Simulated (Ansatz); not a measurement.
# SiC (F-43m):V_C, thermodynamic levels from a 64-atom cell, part 2 of 2

Aim: at which Fermi levels does V_C in SiC (F-43m) change its charge? The model is a cell of 64 host atoms with 1 C taken out.

Ansatz; place-levels on r2SCAN runs: charge-transition levels and formation energies with image-charge correction and potential alignment at the atomic sites; PAW set soft_1.

So far: The structure; What was run first; Placing the levels, r2SCAN.

### Step 3. Placing the levels, r2SCAN (continued)

Levels between the charges placed, in eV above the valence top:

|  | gap (eV) | (+2/+1) | (+1/0) | (0/−1) | (−1/−2) |
| --- | --- | --- | --- | --- | --- |
| r2SCAN | 1.69 | 1.38 | 1.51 | 2.04 | 2.28 |

Corrections by state:

| charge | moment (μB) | image terms and alignment (eV) | band filling (eV) | ε used | over the lowest of its charge, as the program ranks them, band filling apart (eV) |
| --- | --- | --- | --- | --- | --- |
| +2 | 0.0 | 0.421 | - | 10.43 | 0.000 |
| +1 | 1.0 | 0.037 | - | 10.43 | 0.000 |
| 0 | 0.0 | 0.000 | - | - | 0.000 |
| −1 | 1.0 | 0.325 | -0.298 | 10.43 | 0.000 |
| −2 | 0.0 | 1.026 | -0.467 | 10.43 | 0.000 |

The charged structures listed were also run neutral, and place-levels reads from each pair, by the potential or the spins, how wide the charge is by which they differ; that can be the carrier of either run.

| charge | rms radius (Å) | spread where it is widest against the cell (Å) | wide from (Å) | reading |
| --- | --- | --- | --- | --- |
| +2 | 3.5 | 2.00 | 1.51 | wide |
| +1 | 3.3 | 1.93 | 1.51 | wide |
| −1 | 2.8 | 1.75 | 1.51 | wide |
| −2 | 3.0 | 1.71 | 1.51 | wide |

The neutral runs of these pairs need not share the spin of the lowest neutral state, and very wide values only mean spread over the cell.

From the program's caveats on the states, each cut to its opening words:

- charge +2: it parts from the run at its places by a charge that spreads by about 2 Å along one vector (1.5 Å or more is wide), by its potential at epsilon 7.06, taken for [...]
- charge +1 (1 μB): it parts from the run at its places by a charge that spreads by about 1.9 Å along one vector (1.5 Å or more is wide), by the spins about the atoms, where the [...]
- charge +1 (1 μB): the host's ions (past the first shell or, of a walk that freed a part, those that it held) aren't shown at rest: they stand up to 0.033 Å off their sites, 0.43 [...]
- charge +1 (1 μB), −1 (1 μB): flagged: stability check not made
- charge −1 (1 μB): it parts from the run at its places by a charge that spreads by about 1.8 Å along one vector (1.5 Å or more is wide), by its potential at epsilon 7.06, taken [...]
- charge −1 (1 μB): a band-filling correction moves a carrier to the host's band edge, which changes its energy by -0.298 eV
- charge −1 (1 μB): the host's ions (past the first shell or, of a walk that freed a part, those that it held) aren't shown at rest: they stand up to 0.123 Å off their sites, 0.41 [...]
- charge −2: it parts from the run at its places by a charge that spreads by about 1.7 Å along one vector (1.5 Å or more is wide), by its potential at epsilon 7.06, taken [...]
- charge −2: a band-filling correction moves a carrier to the host's band edge, which changes its energy by -0.467 eV

The host's formation energy from the elements is -0.355 eV per atom; it sets how far the chemical potentials can move.

Limit set by the element alone; other compounds of these elements are not counted. Chemical potentials from the elements' reference states: C 0.00 eV, Si -0.71 eV. Formation energies (C-rich), with the Fermi level at the valence top and at the conduction bottom (gap 1.69 eV):

| charge | at valence top (eV) | at conduction bottom (eV) | correction included (eV) |
| --- | --- | --- | --- |
| +2 | 2.20 | 5.59 | 0.42 |
| +1 | 3.59 | 5.28 | 0.04 |
| 0 | 5.10 | 5.10 | 0.00 |
| −1 | 7.13 | 5.44 | 0.03 |
| −2 | 9.41 | 6.03 | 0.56 |

Fermi level (eV), lowest formation energy (eV) and a bar from the least value:
```
     0.00       2.20 
     0.15       2.51 ###
     0.31       2.82 ######
     0.46       3.12 ##########
     0.62       3.43 #############
     0.77       3.74 ################
     0.92       4.05 ###################
     1.08       4.36 ######################
     1.23       4.66 ##########################
     1.39       4.97 #############################
     1.54       5.10 ##############################
     1.69       5.10 ##############################
```

Limit set by the element alone; other compounds of these elements are not counted. Chemical potentials from the elements' reference states: Si 0.00 eV, C -0.71 eV. Formation energies (Si-rich), with the Fermi level at the valence top and at the conduction bottom (gap 1.69 eV):

| charge | at valence top (eV) | at conduction bottom (eV) | correction included (eV) |
| --- | --- | --- | --- |
| +2 | 1.49 | 4.88 | 0.42 |
| +1 | 2.88 | 4.57 | 0.04 |
| 0 | 4.39 | 4.39 | 0.00 |
| −1 | 6.42 | 4.73 | 0.03 |
| −2 | 8.70 | 5.32 | 0.56 |

| Fermi level (eV) | lowest formation energy (eV) |
| --- | --- |
| 0.00 | 1.49 |
| 0.15 | 1.80 |
| 0.31 | 2.11 |
| 0.46 | 2.41 |
| 0.62 | 2.72 |
| 0.77 | 3.03 |
| 0.92 | 3.34 |
| 1.08 | 3.65 |
| 1.23 | 3.95 |
| 1.39 | 4.26 |
| 1.54 | 4.39 |
| 1.69 | 4.39 |

### Step 4. The same at the relaxations' own k-points

The relaxations' own energies give the levels at their sampling, for comparison.

Contents of levels.relax_mesh.yaml:

```yaml
host:
  run: host.relax.run
states: [qm2.relax.run, qm1_M1.relax.run, q0.relax.run, qp1_M1.relax.run, qp2.relax.run]
chemical_potentials:
  C:
    energy: -251.553391
    dataset: "<sha256 of the dataset>"
```

On the command line:

```sh
$ ansatz place-levels levels.relax_mesh.yaml -- --threads 4 --pin off --max-ram 7536MiB
```

Log:

```text
(+2/+1) 1.158 eV above the valence edge, 0.526 eV under the conduction edge
(+1/0) 1.686 eV above the valence edge, in the conduction band
[...]
formation energy of charge +2: +2.213 eV with the Fermi level at the valence edge
formation energy of charge +1: +3.371 eV with the Fermi level at the valence edge
formation energy of charge 0: +5.057 eV with the Fermi level at the valence edge
formation energy of charge -1: +7.146 eV with the Fermi level at the valence edge
formation energy of charge -2: +9.364 eV with the Fermi level at the valence edge
  edges by r2scan, gap 1.684 eV; the host is sampled to repeats of 12.32 Å
[... the lines on each state left out ...]
```

It took 0.18 s on 4 threads of Arm Neoverse V1, shared host.

Levels between neighbouring charges, in eV above the valence top:

|  | gap (eV) | (+2/+1) | (+1/0) | (0/−1) | (−1/−2) |
| --- | --- | --- | --- | --- | --- |
| one point at (¼, ¼, ¼) | 1.68 | 1.16 | 1.69 | 2.09 | 2.22 |
| a 2×2×2 shifted mesh | 1.69 | 1.38 | 1.51 | 2.04 | 2.28 |

Going from one point at (¼, ¼, ¼) to a 2×2×2 shifted mesh moves the levels that carry no band-filling term by up to 0.23 eV and formation energies against the elements by up to 0.21 eV; band-filling terms, which differ between samplings, are in these energies.

### Step 5. What came out

- gap of the host: 1.69 eV (r2SCAN)
- level (plus 2/plus 1): 1.38 eV above the valence top
- level (plus 1/0): 1.51 eV above the valence top
- level (0/minus 1): 2.04 eV above the valence top, past the conduction bottom (2.33 eV above the valence top without the band-filling term)
- level (minus 1/minus 2): 2.28 eV above the valence top, past the conduction bottom (2.45 eV above the valence top without the band-filling term)
- lowest of the charges placed, just above the valence top (0.02 eV): +2
- lowest of the charges placed, just below the conduction bottom (0.02 eV): 0
- lowest formation energy at mid-gap of the charges run, C-rich: 3.89 eV
- lowest formation energy at mid-gap of the charges run, Si-rich: 3.18 eV

In words: Of the charges placed (−2, −1, 0, +1 and +2), the lowest changes at 1.38 eV (+2/+1) and 1.51 eV (+1/0) above the valence top, in a gap of 1.69 eV. (+2/+1) lies nearer to a band edge than the share of the finite-size correction in it (0.38 eV), and that correction holds for a localised charge alone. Charges above +2 were not placed, so these runs say nothing of levels that involve them. States placed: +2 at 0 μB; +1 at 1 μB; 0 at 0 μB; −1 at 1 μB; −2 at 0 μB. Other spin states or structures, where not listed, weren't placed. The program finds carriers beyond a band edge of the host and adds a band-filling term at charge −2 (-0.47 eV) and −1 (-0.30 eV); steps to such a charge show no bound level, and a defect level inside a band would be read the same way. Going from one point at (¼, ¼, ¼) to a 2×2×2 shifted mesh moves the levels that carry no band-filling term by up to 0.23 eV and formation energies against the elements by up to 0.21 eV; band-filling terms, which differ between samplings, are in these energies. Keep in mind: the images are only 8.7 Å apart; r2SCAN makes the gap too small and tends to spread out bound carriers; force components of up to 0.29 eV/Å remain in a run at the final settings.

Comparison with the measured values:

```
                             quantity  measured           r2SCAN
band gap (least gap of the host) (eV)       2.4  1.69 (-0.71 eV)
```

Measured values from pmc:7200658 (2020).

How well it matches: The band gap is off by -0.71 eV: a clear miss. Local and semilocal functionals usually give gaps below the measured ones. Zero-point and thermal motion shift the measured gap.

[Logs are printed without paths, hosts, clocks, repeated set-up lines and the standing remarks that a program may print on its own settings, such as how far it seeks lower states.]

[Hosts, paths, dates, database ids (printed as entryN), source tags and the programs' standing remarks are cut or masked in the printed files.]

[Where a table of states has a column of steps, it counts the stored structures, which are thinned; the runs took as many ionic steps or more.]

[A defect's name tells the site on which it was built; relaxed atoms can leave that site.]

[For some hosts the program warned that the k-mesh of the response run may be too coarse for force constants and the static dielectric constant; such warnings are not shown here.]
